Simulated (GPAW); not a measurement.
A run of GPAW 26.7.0 is set up as follows.

run.py

```python
import spglib
from ase import Atoms
from ase.dft.bandgap import bandgap
from ase.io import read, write
from gpaw import GPAW, PW, setup_paths
from gpaw.response.df import DielectricFunction

setup_paths.insert(0, '.')

atoms = read('Al2O3.cif')
cell, positions, numbers = spglib.find_primitive(
    (atoms.cell[:], atoms.get_scaled_positions(), atoms.numbers), symprec=1e-4)
atoms = Atoms(numbers, cell=cell, scaled_positions=positions, pbc=True)

calc = GPAW(mode=PW(550),
            xc='PBEsol',
            kpts={'size': (6, 6, 6), 'gamma': True},
            occupations={'name': 'fermi-dirac', 'width': 0.001},
            nbands=44,
            convergence={'density': 1e-06},
            maxiter=150,
            txt='gpaw.txt')
atoms.calc = calc
energy = atoms.get_potential_energy()
calc.write('gs.gpw')
write('result.traj', atoms)
print(f'Energy: {energy:.6f} eV')
print('Fermi level:', round(calc.get_fermi_level(), 4), 'eV')
print(f'Gap: {bandgap(calc)[0]:.4f} eV, direct: {bandgap(calc, direct=True)[0]:.4f} eV')

dense = calc.fixed_density(kpts={'size': (4, 4, 4), 'gamma': True},
                           nbands=190, convergence={'bands': 184},
                           update_fermi_level=True, txt='dense.txt')
dense.write('dense.gpw', mode='all')

df = DielectricFunction('dense.gpw', frequencies={'type': 'nonlinear', 'domega0': 0.05, 'omega2': 10},
                        eta=0.15, ecut=50, nbands=184, eshift=0.5, intraband=False, txt='df.txt')
for direction in ['x', 'z']:
    df.get_dielectric_function(xc='Bootstrap', direction=direction, filename=f'df_{direction}.csv')
    e0, e = df.get_macroscopic_dielectric_constant(xc='Bootstrap', direction=direction)
    print(f'{direction}: static eps {e0:.4f} without, {e:.4f} with local fields')
```

The input Al2O3.cif:

```cif
data_Al2O3
_cell_length_a 4.76050000
_cell_length_b 4.76050000
_cell_length_c 12.99560000
_cell_angle_alpha 90.00000000
_cell_angle_beta 90.00000000
_cell_angle_gamma 120.00000000
_space_group_name_H-M_alt 'R-3c'
_space_group_name_Hall '-R 3 2"c'
_space_group_IT_number 167
loop_
_space_group_symop_operation_xyz
'x,y,z'
'-x,-y,-z'
'-y,x-y,z'
'y,-x+y,-z'
'-x+y,-x,z'
'x-y,x,-z'
'y,x,-z+1/2'
'-y,-x,z+1/2'
'x-y,-y,-z+1/2'
'-x+y,y,z+1/2'
'-x,-x+y,-z+1/2'
'x,x-y,z+1/2'
'x+2/3,y+1/3,z+1/3'
'-x+2/3,-y+1/3,-z+1/3'
'-y+2/3,x-y+1/3,z+1/3'
'y+2/3,-x+y+1/3,-z+1/3'
'-x+y+2/3,-x+1/3,z+1/3'
'x-y+2/3,x+1/3,-z+1/3'
'y+2/3,x+1/3,-z+5/6'
'-y+2/3,-x+1/3,z+5/6'
'x-y+2/3,-y+1/3,-z+5/6'
'-x+y+2/3,y+1/3,z+5/6'
'-x+2/3,-x+y+1/3,-z+5/6'
'x+2/3,x-y+1/3,z+5/6'
'x+1/3,y+2/3,z+2/3'
'-x+1/3,-y+2/3,-z+2/3'
'-y+1/3,x-y+2/3,z+2/3'
'y+1/3,-x+y+2/3,-z+2/3'
'-x+y+1/3,-x+2/3,z+2/3'
'x-y+1/3,x+2/3,-z+2/3'
'y+1/3,x+2/3,-z+1/6'
'-y+1/3,-x+2/3,z+1/6'
'x-y+1/3,-y+2/3,-z+1/6'
'-x+y+1/3,y+2/3,z+1/6'
'-x+1/3,-x+y+2/3,-z+1/6'
'x+1/3,x-y+2/3,z+1/6'
loop_
_atom_site_label
_atom_site_type_symbol
_atom_site_symmetry_multiplicity
_atom_site_Wyckoff_symbol
_atom_site_fract_x
_atom_site_fract_y
_atom_site_fract_z
_atom_site_occupancy
Al1 Al 12 c 0.6666666667 0.3333333333 0.1854933333 1
O1 O 18 e 0.9733466667 0.6400133333 0.0833333333 1
```

Potentials or basis: PAW data sets generated in the run's folder for this functional, pw.

The run is started by

```bash
$ gpaw-setup -f PBEsol Al O
$ OMP_NUM_THREADS=1 python run.py
```

Question: Estimate the band gap on the k mesh.

Answer: 6.10 eV, direct.

Dielectric function (mean over the directions given):
```tsv
energy (eV)	real part	imaginary part
0.25	3.78	0.00
0.67	3.79	0.00
1.15	3.81	0.01
1.66	3.85	0.01
2.18	3.89	0.02
2.66	3.95	0.02
3.17	4.03	0.03
3.56	4.11	0.03
4.03	4.22	0.04
4.51	4.37	0.05
5.01	4.57	0.07
5.53	4.86	0.10
6.07	5.35	0.21
6.55	5.87	1.23
6.87	5.26	0.62
7.38	6.81	0.77
7.90	6.91	3.72
8.43	4.82	2.65
8.89	7.26	1.93
9.47	5.65	5.30
9.76	7.32	7.10
10.26	3.94	6.52
10.78	2.38	8.93
11.31	-0.06	6.89
11.85	-0.50	4.67
12.30	-0.20	4.05
12.77	0.23	3.72
13.24	-0.34	3.86
13.72	-0.13	2.91
14.22	0.46	2.90
14.73	0.28	3.03
15.26	0.37	3.10
15.80	-0.03	3.04
16.21	-0.30	2.97
16.78	-0.54	2.56
17.36	-0.64	2.49
17.96	-0.58	1.95
18.58	-0.61	2.06
19.22	-0.80	1.60
19.87	-0.80	1.17
```

Caveat: the k mesh is coarse; the long-wavelength limit can be off by a per cent or two; spectra need much finer meshes, so this one isn't converged; independent-particle spectra lack excitons.

**Measured values to compare with.**

From “Multi-petahertz electron interference in Cr:Al2O3 solid-state material”, 2018, pmc:5906618, for a bulk crystal of Al2O3: band gap 8.7 eV (optical).

Measured gap of Al2O3: 8.7 eV (optical; quoted in “Multi-petahertz electron interference in Cr:Al2O3 solid-state material”, 2018, pmc:5906618). This calculation gives 6.10 eV (-2.60 eV). The value is that of PBEsol on a finite k mesh, which can miss the band edges, without temperature or zero-point motion. Semilocal functionals fall short of measured gaps as a rule.
